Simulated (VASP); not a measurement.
# Relaxed cell of BeTe: a test of cutoff and mesh, part 2 of 2

How far does the relaxed cell of BeTe depend on cutoff and k mesh? The starting structure is a computed structure from the Materials Project. The first relaxation on each setting starts from this cell expanded by 3 % in volume.

VASP 6.6.1.

Results so far: reference 22.11 Å³ an atom; a cutoff of 250 eV 22.11 Å³ an atom; a 4×4×4 mesh 22.27 Å³ an atom.

### 5. Relaxation with a cutoff of 600 eV

Level of this step: PBEsol; plane waves and PAW (Te, Be) (VASP).

Against step 2 the input has ENCUT = 600. This run starts from the cell of an earlier relaxation, which isn't shown; the restart sets up the plane waves anew.

Contents of INCAR:

```
SYSTEM = BeTe
PREC = Accurate
ENCUT = 600
EDIFF = 1E-06
NELM = 100
ISMEAR = 0
SIGMA = 0.03
LREAL = .FALSE.
ALGO = Normal
GGA = PS
NBANDS = 10
LORBIT = 11
LWAVE = .FALSE.
LCHARG = .FALSE.
KPAR = 2
IBRION = 2
NSW = 50
ISIF = 3
EDIFFG = -0.004
```

Contents of POSCAR:

```
BeTe
1.0
    0.0000000000      2.8067976345      2.8067976345
    2.8067976345      0.0000000000      2.8067976345
    2.8067976345      2.8067976345      0.0000000000
Te Be
1 1
Direct
    0.2500000000      0.2500000000      0.2500000000
    0.0000000000      0.0000000000      0.0000000000
```

Contents of KPOINTS:

```
Automatic mesh
0
Gamma
6 6 6
0 0 0
```

PAW data sets: Te and Be (PBE family, release 64).

Run with:

```sh
$ mpirun -np 2 vasp_std
```

The log of the run:

```text
[... set-up lines as in an earlier step ...]
 entering main loop
       N       E                     dE             d eps       ncg     rms          rms(c)
DAV:   1     0.199337681493E+02    0.19934E+02   -0.36600E+03   320   0.724E+02
DAV:   2    -0.738464581112E+01   -0.27318E+02   -0.26307E+02   460   0.996E+01
DAV:   3    -0.834428115727E+01   -0.95964E+00   -0.95888E+00   414   0.204E+01
DAV:   4    -0.835226924079E+01   -0.79881E-02   -0.79874E-02   444   0.214E+00
[...]
DAV:   9    -0.820867563999E+01   -0.10735E-03   -0.18641E-04   394   0.925E-02    0.222E-02
DAV:  10    -0.820868964030E+01   -0.14000E-04   -0.28634E-05   374   0.272E-02    0.115E-02
DAV:  11    -0.820869042196E+01   -0.78166E-06   -0.83784E-07   404   0.619E-03
   1 F= -.82086904E+01 E0= -.82086904E+01  d E =-.820869E+01
[...]
reached required accuracy - stopping structural energy minimisation
```

It took 6 s on 2 MPI ranks of AMD EPYC 7R43, shared host; peak memory 0.28 GiB.

OUTCAR, selected parts (step 5):

```text
  Total        0.0056240      0.0056240      0.0056240      0.0000000     -0.0000000     -0.0000000
  in kB        0.2037466      0.2037466      0.2037466      0.0000000     -0.0000000     -0.0000000
  external PRESSURE =       0.2037466 kB  Pullay stress =       0.0000000 kB

 POSITION                                       TOTAL-FORCE (eV/Angst)
 -----------------------------------------------------------------------------------
      1.40340      1.40340      1.40340        -0.000000      0.000000      0.000000
      0.00000      0.00000      0.00000         0.000000     -0.000000     -0.000000
 -----------------------------------------------------------------------------------
    total drift:                                0.000000      0.000000      0.000000

  FREE ENERGIE OF THE ION-ELECTRON SYSTEM (eV)
  ---------------------------------------------------
  free  energy   TOTEN  =        -8.2086904220 eV

  energy  without entropy=       -8.2086904220  energy(sigma->0) =       -8.20869042

[... 2 parts as in an earlier step ...]

[... 2 further parts left out ...]
[key lines of the parts left out:]
E-fermi :   5.2529
```

With a cutoff of 600 eV the cell ends at 22.112 Å³ an atom, +0.00 % from the reference.

### 6. Relaxation with a 10×10×10 mesh

Against step 2 the input has a 10×10×10 mesh. This run starts from the cell of an earlier relaxation, which isn't shown; the restart sets up the plane waves anew.

Changes to INCAR since step 5:

```diff
@@ -2,3 +2,3 @@
 PREC = Accurate
-ENCUT = 600
+ENCUT = 450
 EDIFF = 1E-06
```

Contents of POSCAR:

```
BeTe
1.0
    0.0000000000      2.8060415295      2.8060415295
    2.8060415295      0.0000000000      2.8060415295
    2.8060415295      2.8060415295      0.0000000000
Te Be
1 1
Direct
    0.2500000000      0.2500000000      0.2500000000
    0.0000000000      0.0000000000      0.0000000000
```

Contents of KPOINTS:

```
Automatic mesh
0
Gamma
10 10 10
0 0 0
```

Run with:

```sh
$ mpirun -np 2 vasp_std
```

The log of the run:

```text
[... set-up lines as in an earlier step ...]
 entering main loop
       N       E                     dE             d eps       ncg     rms          rms(c)
DAV:   1     0.167984098171E+02    0.16798E+02   -0.32174E+03   940   0.578E+02
DAV:   2    -0.744847635578E+01   -0.24247E+02   -0.23485E+02  1316   0.901E+01
DAV:   3    -0.835205982554E+01   -0.90358E+00   -0.90273E+00  1226   0.192E+01
DAV:   4    -0.835895178959E+01   -0.68920E-02   -0.68915E-02  1210   0.194E+00
[...]
DAV:   9    -0.821539350773E+01   -0.10393E-03   -0.17990E-04  1150   0.902E-02    0.246E-02
DAV:  10    -0.821540829203E+01   -0.14784E-04   -0.31032E-05  1088   0.284E-02    0.116E-02
DAV:  11    -0.821540879303E+01   -0.50100E-06   -0.79313E-07  1044   0.616E-03
   1 F= -.82154088E+01 E0= -.82154088E+01  d E =-.821541E+01
[...]
reached required accuracy - stopping structural energy minimisation
```

Wall time 9.2 s (2 MPI ranks); peak memory 0.26 GiB; 17 s of CPU time.

Parts of OUTCAR (step 6):

```text
  Total        0.0053647      0.0053647      0.0053647      0.0000000     -0.0000000      0.0000000
  in kB        0.1945103      0.1945103      0.1945103      0.0000000     -0.0000000      0.0000000
  external PRESSURE =       0.1945103 kB  Pullay stress =       0.0000000 kB

 POSITION                                       TOTAL-FORCE (eV/Angst)
 -----------------------------------------------------------------------------------
      1.40302      1.40302      1.40302        -0.000000     -0.000000     -0.000000
      0.00000      0.00000      0.00000         0.000000      0.000000      0.000000
 -----------------------------------------------------------------------------------
    total drift:                                0.000000      0.000000      0.000000

  FREE ENERGIE OF THE ION-ELECTRON SYSTEM (eV)
  ---------------------------------------------------
  free  energy   TOTEN  =        -8.2154087930 eV

  energy  without entropy=       -8.2154087930  energy(sigma->0) =       -8.21540879

[... 1 part as in an earlier step ...]

[... 3 further parts left out ...]
[key lines of the parts left out:]
E-fermi :   5.2548
```

With a 10×10×10 mesh the cell ends at 22.094 Å³ an atom, -0.08 % from the reference.

### 7. Comparison

```
               run  volume (Å³/atom)  change (%)  pressure left (GPa)  core minutes
         reference            22.112           -                 0.02          0.42
a cutoff of 250 eV            22.113         0.0                  0.0          0.28
      a 4×4×4 mesh            22.269        0.71                 0.02          0.34
a cutoff of 600 eV            22.112         0.0                 0.02         0.633
   a 10×10×10 mesh            22.094       -0.08                 0.02         0.947
```

Core minutes are wall time times ranks, summed over the relaxations behind a row (those for a bulk modulus apart), on shared hosts.

### 8. Outcome

| Quantity | Value |
| --- | --- |
| volume of the reference | 22.11 Å³/atom |
| volume against the reference, a cutoff of 250 eV | +0.00 % |
| volume against the reference, a 4×4×4 mesh | +0.71 % |
| volume against the reference, a cutoff of 600 eV | +0.00 % |
| volume against the reference, a 10×10×10 mesh | -0.08 % |

What this shows: The volume moves most with a 4×4×4 mesh: +0.71 % against the reference (450 eV, 6×6×6 mesh). On finer settings it changes by +0.00 % with a cutoff of 600 eV and -0.08 % with a 10×10×10 mesh. The relaxations stop with up to 0.02 GPa left, which at a bulk modulus of 50 GPa, to name a scale, is 0.04 % of the volume. Further runs on this material are not shown.

[Lines on the potential files, build, host, timing and source positions are cut from VASP's logs without a mark.]

[Logs are printed without paths, hosts, clocks, repeated set-up lines and the standing remarks that a program may print on its own settings, such as how far it seeks lower states.]

[Hosts, paths, dates, database ids (printed as entryN), source tags and the programs' standing remarks are cut or masked in the printed files.]
